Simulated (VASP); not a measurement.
Crystal: BaF2.

```
CELL_PARAMETERS angstrom
0.00000 3.08780 3.08780
3.08780 0.00000 3.08780
3.08780 3.08780 0.00000
ATOMIC_POSITIONS crystal
Ba 0.00000 0.00000 0.00000
F 0.25000 0.25000 0.25000
F 0.75000 0.75000 0.75000
```

The cell comes from a database or a generator and needn't be the stable form of this composition.

Base run:

| Property | Result |
| --- | --- |
| Program | VASP 6.6.1 |
| Functional | PBEsol |
| Potentials or basis | VASP PAW PBE potentials, release 64 (Ba_sv, F) |
| Cutoff | 520 eV |
| k mesh | 6 × 6 × 6 |
| Occupations | gaussian, width 0.5 eV |
| Spin | no spin polarisation |

Its results: band gap on the k mesh 6.69 eV, indirect (least direct gap 6.76 eV); pressure 0.1 GPa.

Question: After a change of settings the same cell gave: band gap on the k mesh 7.39 eV, indirect (least direct gap 7.47 eV); pressure 1.6 GPa. Which change was it?
A. cutoff from 520 eV to 700 eV; occupations from gaussian, width 0.5 eV to gaussian, width 0.02 eV
B. potentials or basis from VASP PAW PBE potentials, release 64 (Ba_sv, F) to VASP PAW PBE potentials, release 64 (Ba_sv, F_h); cutoff from 520 eV to 900 eV; occupations from gaussian, width 0.5 eV to gaussian, width 0.02 eV
C. functional from PBEsol to r2SCAN; occupations from gaussian, width 0.5 eV to gaussian, width 0.02 eV
D. k mesh from 6 × 6 × 6 to 10 × 10 × 10; occupations from gaussian, width 0.5 eV to gaussian, width 0.02 eV

Answer: C.

Caveats: the PAW data sets were made with another functional, which shifts forces and pressure a little; spin-orbit coupling is left out, which moves the levels of the heavy elements.
